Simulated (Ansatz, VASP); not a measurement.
One calculation of MgS, two programs

Contents of INCAR:

```
SYSTEM = MgS
PREC = Accurate
ENCUT = 520
EDIFF = 1E-6
ISMEAR = -1
SIGMA = 0.02
LREAL = .False.
LASPH = .True.
NELM = 100
ALGO = Fast
ISIF = 2
LWAVE = .False.
LCHARG = .True.
GGA = PE
LELF = .True.
LVHAR = .True.
NBANDS = 16
```

File KPOINTS:

```
regular mesh
0
Gamma
  12 12 4
  0 0 0
```

File POSCAR:

```
MgS
1.0
    4.1293412784      0.0000000000      0.0000000000
   -2.0646706392      3.5761144480      0.0000000000
    0.0000000000      0.0000000000      6.2861657064
Mg S
2 2
Direct
    0.3333333333      0.6666666667     -0.0086241989
    0.6666666667      0.3333333333      0.4913758011
    0.3333333333      0.6666666667      0.3836241989
    0.6666666667      0.3333333333      0.8836241989
```

Input for Ansatz:

```yaml
crystal:
  lattice:
    - [4.1293412784, 0.0, 0.0]
    - [-2.0646706392, 3.576114448, 0.0]
    - [0.0, 0.0, 6.2861657064]
  atoms:
    - { symbol: Mg, position: [0.3333333333, 0.6666666667, -0.0086241989] }
    - { symbol: Mg, position: [0.6666666667, 0.3333333333, 0.4913758011] }
    - { symbol: S, position: [0.3333333333, 0.6666666667, 0.3836241989] }
    - { symbol: S, position: [0.6666666667, 0.3333333333, 0.8836241989] }
kpoints:
  mp_grid: { grid: [12, 12, 4] }
  band_path:
    path:
      - [0.0, 0.0, 0.0]
      - [0.5, 0.0, 0.0]
      - [0.3333333333, 0.3333333333, 0.0]
      - [0.0, 0.0, 0.5]
      - [0.5, 0.0, 0.5]
      - [0.3333333333, 0.3333333333, 0.5]
    npoints: 1
hamiltonian:
  xc: pbe
scf:
  occupations: { method: fermi_dirac, width: 0.02 }
  n_extra_bands: 5
output:
  forces: true
  stress: true
  eigenvalues: true
```

Change from the starting cell: epitaxial_xy strain +2.5%.

Alike in both runs: task single point; functional PBE; k mesh 12 × 12 × 4; occupations fermi-dirac, width 0.02 eV; no spin polarisation.

|  | VASP | Ansatz |
| --- | --- | --- |
| version | VASP 6.6.1 | Ansatz 0.2.0 |
| potentials or method | VASP PAW PBE potentials, release 64 (Mg, S) | plane waves, PAW |
| plane-wave cutoff (eV) | 520 | 420 |
| valence electrons in the cell | 16 | 32 |

Ansatz gave:

| Item | Value |
| --- | --- |
| gap on the k mesh at the Fermi level (eV) | 3.17 |
| pressure (GPa) | -0.5 |
| largest component of the traceless stress (GPa) | 1.35 |
| rms of the force components (eV/Å) | 0.008 |

Problem. What did VASP give for the same quantities?

Solution. gap on the k mesh at the Fermi level (eV): 3.16; pressure (GPa): -0.6; largest component of the traceless stress (GPa): 1.37; rms of the force components (eV/Å): 0.007.

Atom by atom the forces differ by 0.001 eV/Å (rms over components). The two sets of potentials don't hold the same shells in valence.

A k mesh can miss the band edges.
